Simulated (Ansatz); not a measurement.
Band table of Ga (simple hexagonal type)

```xyz
1
Lattice="2.0997 0.0000 0.0000 -1.0499 1.8184 0.0000 0.0000 0.0000 2.0301" Properties=species:S:1:pos:R:3 pbc="T T T"
Ga    0.0000    0.0000    0.0000
```

The cell comes from a relaxation on PAW files under the same functional, begun from a prototype that needn't be the stable phase.

Computed with Ansatz 0.2.0; functional PBE, scalar-relativistic. Settings: a Γ-centred 17×17×15 k mesh, Fermi–Dirac smearing of 0.05 eV, no spin polarisation. Methods: LAPW: all electrons, basis error target 1 meV/atom.

This run: volume at 0.4 of the series' base cell.

Path points, in fractions of the reciprocal vectors: Γ (0.000, 0.000, 0.000), M (0.500, 0.000, 0.000), K (0.333, 0.333, 0.000), A (0.000, 0.000, 0.500), L (0.500, 0.000, 0.500), H (0.333, 0.333, 0.500). Levels in eV from the Fermi level; bands 5 to 13, counted from the lowest band of the run. The gap is zero, the pressure 413.3 GPa.

```
# k(1/Å) point b5 b6 b7 b8 b9 b10 b11 b12 b13
0.000 Γ -20.92 -19.72 -18.12 -18.12 -16.38 -16.38 14.71 19.44 21.23
0.432 - -20.18 -19.60 -18.25 -17.85 -16.55 -16.42 15.35 15.66 19.31
0.864 - -19.38 -19.21 -17.22 -17.19 -16.92 -16.49 7.07 16.03 18.36
1.296 - -19.66 -18.99 -17.28 -16.57 -16.48 -13.54 -0.39 13.27 18.23
1.728 M -19.84 -18.87 -17.42 -16.60 -16.17 -10.14 -5.02 12.29 18.04
1.977 - -19.70 -18.85 -17.40 -16.65 -16.44 -9.65 -4.90 9.36 21.17
2.226 - -19.32 -18.82 -17.33 -17.04 -16.77 -8.36 -4.53 4.97 25.29
2.476 - -18.89 -18.70 -17.69 -17.22 -16.93 -6.56 -3.95 0.84 26.54
2.725 K -18.82 -18.23 -18.23 -17.09 -17.09 -4.38 -4.38 -1.50 28.21
3.224 - -18.93 -18.80 -17.71 -17.23 -16.81 -10.64 0.91 2.04 24.43
3.723 - -19.23 -18.72 -18.20 -17.00 -16.57 -15.61 7.39 8.44 19.51
4.221 - -19.94 -19.57 -18.33 -17.72 -16.59 -16.43 15.03 15.97 16.31
4.720 Γ -20.92 -19.72 -18.12 -18.12 -16.38 -16.38 14.71 19.44 21.23
5.107 - -20.47 -19.33 -18.08 -18.08 -16.52 -16.52 8.89 21.74 25.33
5.494 - -19.77 -18.01 -18.01 -17.65 -16.83 -16.83 1.93 23.25 27.78
5.881 - -19.31 -17.93 -17.93 -17.14 -17.14 -14.57 -4.21 25.47 29.57
6.268 A -19.13 -17.90 -17.90 -17.26 -17.26 -11.61 -8.17 27.00 30.45
6.699 - -18.75 -17.98 -17.84 -17.66 -17.32 -10.38 -7.84 23.36 23.37
7.131 - -18.79 -18.73 -17.47 -17.28 -17.04 -7.52 -6.67 15.32 16.41
7.563 - -19.46 -19.12 -17.61 -16.39 -16.20 -4.36 -3.83 8.63 9.73
7.995 L -19.68 -19.29 -17.67 -16.10 -15.77 -2.41 -1.04 4.86 6.21
8.245 - -19.62 -19.15 -17.78 -16.26 -15.79 -2.00 -0.73 5.01 6.18
8.494 - -19.45 -18.75 -18.08 -16.67 -15.83 -0.83 0.16 5.44 5.96
8.743 - -19.19 -18.48 -18.20 -17.18 -15.89 0.94 1.42 5.14 6.19
8.993 H -18.86 -18.86 -17.67 -17.67 -15.93 2.29 3.19 3.19 7.28
9.491 - -19.27 -18.29 -18.18 -17.37 -15.84 -2.11 -1.58 8.74 9.98
9.990 - -18.94 -18.34 -17.86 -17.64 -16.44 -6.39 -5.98 15.37 16.03
10.489 - -18.63 -18.07 -17.98 -17.53 -17.35 -10.02 -7.72 22.57 23.39
10.988 A -19.13 -17.90 -17.90 -17.26 -17.26 -11.61 -8.17 27.00 30.45
```
